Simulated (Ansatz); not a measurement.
This is a one-shot G0W0 calculation with Ansatz 0.2.0 on rocksalt MgSe; the level of theory is G0W0@PBE with 93 empty bands, a screening cutoff of 100 eV and a 6×6×6 mesh. Cell and atoms come from a relaxation with r2SCAN.

```yaml
crystal:
  lattice:
    - [0.0, 2.7362693767, 2.7362693767]
    - [2.7362693767, 0.0, 2.7362693767]
    - [2.7362693767, 2.7362693767, 0.0]
  atoms:
    - { symbol: Mg, position: [0.0, 0.0, 0.0] }
    - { symbol: Se, position: [0.5, 0.5, 0.5] }
kpoints:
  mp_grid: { grid: [6, 6, 6] }
hamiltonian:
  xc: pbe
scf:
  occupations: { method: fixed }
gw:
  n_empty_bands: 93
  ecut_chi: 100
  qp_bands: [v2, c2]
  qp_kpoints: band_edges
  screening: { model: contour_deformation }
```

Some lines of the output have been replaced by numbered gaps.
```
Functional definition: PBE
Crystal: 2 atoms, lattice volume = 40.974 Å³
Basis set: ecut = 420 eV, 821 PW (Γ)
Bands: 17, of which v1, the nominal top of the filled ones, is band 13 counted from 1 (12 counted from 0)
[1]
SCF converged after 6 iterations
Free energy (F): -7395.355551 eV
Fermi energy:    7.616343 eV
--- Per-component energies (eV) ---
  E_band       = -704.219075
  E_kinetic    = 196.824666
  E_local      = -3839.448673
  E_nonlocal   = -501.501321
  E_hartree    = 1693.144105
  E_xc         = -134.720947
  E_vxc        = -137.642431
  E_paw        = -2203.492726
  E_vpaw       = 191.261217
  E_ewald      = -2606.160054
--- Band table (eV; the first three rows and the last of 16) ---
  k-point 0: bands = […, -34.5053, -34.5053, -5.2639, 7.6163, 7.6163, 7.6163, 10.1434, 15.0421, 15.0421, 15.0421]
  k-point 1: bands = […, -34.5053, -34.5053, -5.0363, 5.8056, 7.4521, 7.4521, 11.4523, 14.7408, 15.2092, 15.2092]
  k-point 2: bands = […, -34.5054, -34.5054, -4.4984, 3.6506, 7.1699, 7.1699, 11.6141, 14.1658, 14.1658, 16.1126]
  k-point 15: bands = […, -34.5070, -34.5064, -3.8329, 3.8519, 4.9866, 5.2586, 11.1818, 13.4307, 15.7766, 17.0617]
--- G₀W₀: contour deformation, 7 samples at zero and on the imaginary axis and 2 off it, 216 q-points, 93 empty bands' worth ---
    ik  band        ε_KS         Σx   Σc(E_QP)       V_xc       Z   E_QP_lin       E_QP  E_QP is
     0    12      7.6163   -17.6485     1.7558   -15.1439  0.7784     6.8609     6.8675  root
     0    13      7.6163   -17.6485     1.7558   -15.1439  0.7784     6.8609     6.8675  root
     0    14     10.1434    -8.8058    -3.7294   -13.0290  0.8054    10.6396    10.6373  root
     0    15     15.0421    -4.6883    -4.4046    -9.3969  0.7849    15.3477    15.3463  root
     1    12      7.4521   -17.4975     1.7990   -14.9333  0.7773     6.6798     6.6869  root
     1    13      7.4521   -17.4975     1.7990   -14.9333  0.7773     6.6798     6.6869  root
     1    14     11.4523    -8.5989    -3.8521   -12.9152  0.7989    11.9189    11.9165  root
     1    15     14.7408    -5.7638    -4.4414   -10.5432  0.7792    15.0808    15.0789  root
     2    12      7.1699   -17.3074     1.8863   -14.6284  0.7751  [2]
     2    13      7.1699   -17.3074     1.8863   -14.6284  0.7751     6.3692     6.3773  root
     2    14     11.6141    -6.5863    -3.8983   -10.8318  0.8033    11.9626    11.9613  root
     2    15     14.1658    -5.6972    -4.4168   -10.4870  0.7806    14.5410    14.5388  root
     3    12      7.0465   -17.2430     1.9254   -14.5135  0.7742     6.2339     6.2424  root
     3    13      7.0465   -17.2430     1.9254   -14.5135  0.7742     6.2339     6.2424  root
     3    14     11.4361    -6.3525    -3.8391   -10.5071  0.8051    11.7526    11.7516  root
     3    15     13.7183    -5.8140    -4.3168   -10.5036  0.7845  [3]
     6    12      5.9845   -16.4237     2.1556   -13.4102  0.7648     5.1145     5.1266  root
     6    13      6.6804   -17.0179     2.0166   -14.1699  0.7711     5.8393     5.8490  root
     6    14     11.8921    -6.2611    -4.0020   -10.6068  0.7976    12.2372    12.2358  root
     6    15     13.4077    -7.0209    -4.2477   -11.6699  0.7847    13.8114    13.8090  root
     8    12      6.3567   -16.6163     2.0738   -13.6932  0.7683     5.4965     5.5074  root
     8    13      7.4234   -17.4691     1.8087   -14.8922  0.7771     6.6481     6.6554  root
     8    14     12.6937    -7.9643    -4.1668   -12.6119  0.7909    13.1777    13.1746  root
     8    15     14.2750    -6.4291    -4.6052   -11.4583  0.7716    14.7022    14.6990  root
     9    12      6.2061   -16.8784     2.1725   -13.8379  0.7661     5.3264     5.3382  root
     9    13      6.2061   -16.8784     2.1725   -13.8379  0.7661     5.3264     5.3382  root
     9    14     10.5125    -6.9725    -3.7614   -11.0899  0.8003    10.8698    10.8685  root
     9    15     12.1293    -4.5411    -3.8846    -8.6106  0.8058    12.3147    12.3143  root
    10    12      5.2108   -16.1709     2.4160   -12.8599  0.7541  [4]
    10    13      6.1030   -16.8419     2.2001   -13.7680  0.7652     5.2169     5.2292  root
    10    14     10.4012    -6.9310    -3.6998   -10.9626  0.8012    10.7341    10.7330  root
    10    15     12.8195    -5.4105    -4.0120    -9.6721  0.7977    13.0699    13.0691  root
    12    12      5.8631   -16.8079     2.2820   -13.6360  0.7623  [5]
    12    13      5.8631   -16.8079     2.2820   -13.6360  0.7623  [6]
    12    14      9.4179    -7.0161    -3.5224   -10.8582  0.8041     9.7385     9.7376  root
    12    15     11.6152    -4.6155    -3.7836    -8.5677  0.8080  [7]
```

The points are ik 0 = (0, 0, 0) (Γ), ik 1 = (0, 0, 1/6), ik 2 = (0, 0, 1/3), ik 3 = (0, 0, -1/2), ik 6 = (0, 1/6, -1/2), ik 8 = (0, 1/6, -1/6), ik 9 = (0, 1/3, 1/3), ik 10 = (0, 1/3, -1/2), ik 12 = (0, -1/2, -1/2); band 13 is the last filled one.

Task: Give the withheld lines. They hold quasiparticle rows, the symmetry found.

Result:
```
[1]
Symmetry: 48 space group operations
Space group: Fm-3m (ITA 225)
[2]
     2    12      7.1699   -17.3074     1.8863   -14.6284  0.7751     6.3692     6.3773  root
[3]
     3    15     13.7183    -5.8140    -4.3168   -10.5036  0.7845    14.0933    14.0912  root
[4]
    10    12      5.2108   -16.1709     2.4160   -12.8599  0.7541     4.2994     4.3158  root
[5]
    12    12      5.8631   -16.8079     2.2820   -13.6360  0.7623     4.9599     4.9732  root
[6]
    12    13      5.8631   -16.8079     2.2820   -13.6360  0.7623     4.9599     4.9732  root
[7]
    12    15     11.6152    -4.6155    -3.7836    -8.5677  0.8080    11.7839    11.7836  root
```
The trailing digits, and the zero of the energies, depend on the potentials and thresholds.

Over the mesh points the PBE gap of 1.80 eV becomes a quasiparticle gap of 2.87 eV (Γ to k = (0, -1/2, -1/2)), a change of +1.07 eV. Renormalisation factors Z lie between 0.75 and 0.81. G0W0 here is at a finite number of bands, screening cutoff and k mesh, not at the basis limit.

Task: It took 9.8 s on 1 × NVIDIA H100 80GB HBM3 with 1 thread of AMD EPYC 7R13 Processor (Zen 3), with other jobs on the host, load about 2.1 per core. What peak of host memory did it reach?

Result: About 1.3 GiB.

The values are computed, spin-unpolarised, and not measurements.

Spin-orbit coupling is left out.
